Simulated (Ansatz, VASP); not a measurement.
# HfN in VASP and in Ansatz

The input INCAR:

```
SYSTEM = HfN
PREC     = Accurate       ! precision mode
ENCUT    = 520            ! plane-wave cutoff, eV
EDIFF    = 1E-6           ! SCF threshold, eV
ISMEAR   = -1             ! smearing method
SIGMA    = 0.05           ! smearing width, eV
LREAL    = .False.        ! projectors in reciprocal space
LASPH    = .True.         ! aspherical terms in the spheres
NELM     = 60             ! most SCF steps
ALGO     = Normal         ! electronic algorithm
ISIF     = 2              ! what is computed and relaxed
LWAVE    = .False.        ! write WAVECAR
LCHARG   = .False.        ! write CHGCAR
GGA      = PE             ! functional
NBANDS   = 14             ! bands
```

KPOINTS

```
Automatic mesh
0
Gamma
  9 9 7
  0 0 0
```

File POSCAR:

```
HfN
1.0
    3.4332100000      0.0000000000      0.0000000000
   -1.7166000000      2.9732400000      0.0000000000
    0.0000000000      0.0000000000      3.9698200000
Hf N
1 1
Direct
    0.0088460000     -0.0037470000      0.5055830000
   -0.0136070000      0.0014320000     -0.0144150000
```

Contents of input.yaml:

```yaml
crystal:
  lattice:
    - [3.43321, 0.0, 0.0]
    - [-1.7166, 2.97324, 0.0]
    - [0.0, 0.0, 3.96982]
  atoms:
    - { symbol: Hf, position: [0.008846, -0.003747, 0.505583] }
    - { symbol: "N", position: [-0.013607, 0.001432, -0.014415] }
hamiltonian:
  xc: pbe
  pseudopotentials: { kind: paw }
kpoints:
  mp_grid: { grid: [9, 9, 7] }
scf:
  occupations: { method: fermi_dirac, width: 0.05 }
output:
  forces: true
  stress: true
  eigenvalues: true
  write_density: true
  write_potential: true
  elf: true
  volumetric_format: npy
```

Change from the starting cell: atoms moved at random, drawn with an rms of 0.05 Å.

Alike in both runs: task single point; functional PBE; k mesh 9 × 9 × 7; occupations fermi-dirac, width 0.05 eV; no spin polarisation.

|  | VASP | Ansatz |
| --- | --- | --- |
| version | VASP 6.6.1 | Ansatz 0.2.0 |
| potentials or method | VASP PAW PBE potentials, release 64 (Hf_pv, N) | Ansatz PAW |
| plane-wave cutoff (eV) | 520 | 420 |
| valence electrons in the cell | 15 | 31 |

```tsv
	VASP	Ansatz	Ansatz less VASP
gap on the k mesh at the Fermi level (eV)	none	none	-
pressure (GPa)	1.3	1.3	+0.01
largest component of the traceless stress (GPa)	1.71	1.61	-0.106
rms of the force components (eV/Å)	0.994	0.969	-0.0245
```

Atom by atom the forces differ by 0.025 eV/Å (rms over components). A gap of «none» marks a metal or a gap that the smearing closes. The two sets of potentials don't hold the same shells in valence.

Caveats: forces of over 1 eV/Å show positions far from the minimum, so gaps and moduli don't describe the material at rest (VASP). Spin-orbit coupling is left out, which matters for the levels of Hf.
